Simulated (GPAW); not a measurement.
Write an ASE script for GPAW 26.7.0 that does the following.

```
Task                : equation of state
Functional          : BLYP
Potentials or basis : PAW data sets generated in the run's folder for this functional
Cutoff              : 600 eV
Basis               : pw
k mesh              : 9 × 9 × 9
Occupations         : fermi-dirac, width 0.05 eV
Spin                : no spin polarisation
Eigensolver         : davidson
Maxiter             : 150
Eos scales          : [0.94, 0.96, 0.98, 1.0, 1.02, 1.04, 1.06]
```

The structure of Pd lies in POSCAR:

```
Pd
1.0
    0.0000000000      1.9465000000      1.9465000000
    1.9465000000      0.0000000000      1.9465000000
    1.9465000000      1.9465000000      0.0000000000
Pd
1
Direct
    0.0000000000      0.0000000000      0.0000000000
```

These files were run (other wordings do the same):

run.py

```python
from ase.eos import EquationOfState
from ase.io import Trajectory, read
from ase.units import GPa
from gpaw import GPAW, PW, setup_paths

setup_paths.insert(0, '.')

atoms = read('POSCAR')

traj = Trajectory('eos.traj', 'w')
volumes, energies = [], []
for x in [0.94, 0.96, 0.98, 1.0, 1.02, 1.04, 1.06]:
    a = atoms.copy()
    a.set_cell(atoms.cell * x**(1 / 3), scale_atoms=True)
    calc = GPAW(mode=PW(600),
                xc='BLYP',
                kpts={'size': (9, 9, 9), 'gamma': True},
                occupations={'name': 'fermi-dirac', 'width': 0.05},
                nbands=17,
                convergence={'density': 1e-05, 'energy': 1e-05},
                eigensolver='davidson',
                maxiter=150,
                txt=f'eos-{x:.2f}.txt')
    a.calc = calc
    energies.append(a.get_potential_energy(force_consistent=True))
    volumes.append(a.get_volume())
    p = -a.get_stress()[:3].mean() / GPa
    calc.write(f'eos-{x:.2f}.gpw')
    traj.write(a)
    print(f'{x:.2f} {volumes[-1]:10.4f} A^3 {energies[-1]:14.6f} eV {p:9.3f} GPa', flush=True)

v0, e0, B = EquationOfState(volumes, energies, eos='birchmurnaghan').fit()
print(f'V0 = {v0:.4f} A^3, E0 = {e0:.6f} eV, B0 = {B / GPa:.2f} GPa')
```

Potentials or basis: PAW data sets generated in the run's folder for this functional, pw.

Run with:

```sh
$ gpaw-setup -f BLYP Pd
$ OMP_NUM_THREADS=1 python run.py
```

Results of the run:

| Item | Value |
| --- | --- |
| Equilibrium volume | 16.29 Å³/atom (rough: see the caveat) |
| Bulk modulus | 135 GPa (rough) |

Caveat: the minimum lies outside the volumes run.

Run time: 35 s on 1 thread of Arm Neoverse V1, with other jobs on the host, peak memory 0.17 GiB.
